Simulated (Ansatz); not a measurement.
Wanted: the native input for an Ansatz 0.2.0 run.

* Task: single point
* Functional: RPBE
* Potentials or basis: PseudoDojo standard (PBE files)
* Cutoff: 789 eV (not typed: the program's choice for these potentials)
* k mesh: 10 × 10 × 5
* Occupations: fermi-dirac, width 0.01 eV
* Spin: spin-orbit coupling, no magnetisation

Hf:

```xyz
2
Lattice="3.1967 0.0000 0.0000 -1.5983 2.7684 0.0000 0.0000 0.0000 5.0578" Properties=species:S:1:pos:R:3 pbc="T T T"
Hf    1.5984    0.9228    3.7934
Hf    0.0000    1.8456    1.2645
```

One way to write it, as run:

input.yaml

```yaml
crystal:
  lattice: { a: 3.1967, b: 3.1967, c: 5.0578, alpha: 90.0, beta: 90.0, gamma: 120.0 }
  space_group: 194
  reduce_to_primitive: true
  atoms:
    - { symbol: Hf, wyckoff: "2c", position: [0.6666666667, 0.3333333333, 0.75] }
hamiltonian:
  xc: rpbe
  pseudopotentials: { kind: nc_fr }
magnetization:
  noncollinear: true
  spin_orbit: true
kpoints:
  mp_grid: { grid: [10, 10, 5] }
scf:
  occupations: { method: fermi_dirac, width: 0.01 }
output:
  forces: true
  stress: true
  eigenvalues: true
```

Potentials or basis: PseudoDojo standard (PBE files).

Launch:

```sh
$ ansatz run input.yaml --threads 1 --pin off --max-ram 2560MiB --backend cpu --events-out ev --progress --plain --runs-dir out
```

Results of the run:

The pressure is 3.4 GPa. The band gap on the k mesh is none (metal or under the smearing width).

Caveat: the potentials were made for another functional, which shifts forces and pressure.

Run time: 25 s on 1 thread of Arm Neoverse V1, on a shared host, peak memory 0.47 GiB.
